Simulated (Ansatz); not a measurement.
# SnS2 (CdI2-type structure)

The computed numbers are results of r²SCAN, scalar-relativistic (no spin polarisation) in the plane-wave PAW code Ansatz at 500 eV, Γ-centred 8×8×4 mesh, 0.05 eV Gaussian smearing. The datasets are Ansatz's generated set soft_2.

```
Sn S
1.0
     3.67348    0.00000    0.00000
    -1.83674    3.18133    0.00000
     0.00000    0.00000    6.27511
Sn S
1 2
Direct
  0.00000 0.00000 0.00000
  0.33333 0.66667 0.23296
  0.66667 0.33333 0.76704
```

The compound is reported in the structure type of the start.

Cell and atoms are those of this level's equilibrium.

Elastic constants come from the stress of slightly strained cells with relaxed atoms, in GPa, Voigt order xx, yy, zz, yz, xz, xy in the Cartesian frame of the vectors above.

**Question.** Give the elastic tensor.

**Answer.** 
```
125.7  32.2   4.7  -0.2   0.0   0.0
 32.2 125.7   4.7   0.2   0.0   0.0
  4.7   4.7  12.3   0.0   0.0   0.0
 -0.2   0.2   0.0   4.4   0.0   0.0
  0.0   0.0   0.0   0.0   4.4  -0.2
  0.0   0.0   0.0   0.0  -0.2  46.7
```

**Question.** Is the crystal mechanically stable, and what are its polycrystalline moduli?

**Answer.** Stable against homogeneous strain: the smallest eigenvalue of the tensor is 4.4 GPa. Hill averages: K = 25 GPa, G = 17.0 GPa, E = 42 GPa, ν = 0.22.

Run time: 34 s on 4 threads of Intel(R) Xeon(R) 6975P-C (Granite Rapids) (shared host), peak memory 0.62 GiB.

The structure is built of weakly bound layers, and this functional has no dispersion term, so their spacing and all that hangs on it (volume, the soft elastic constants, low modes, dielectric constants) are poorly given.
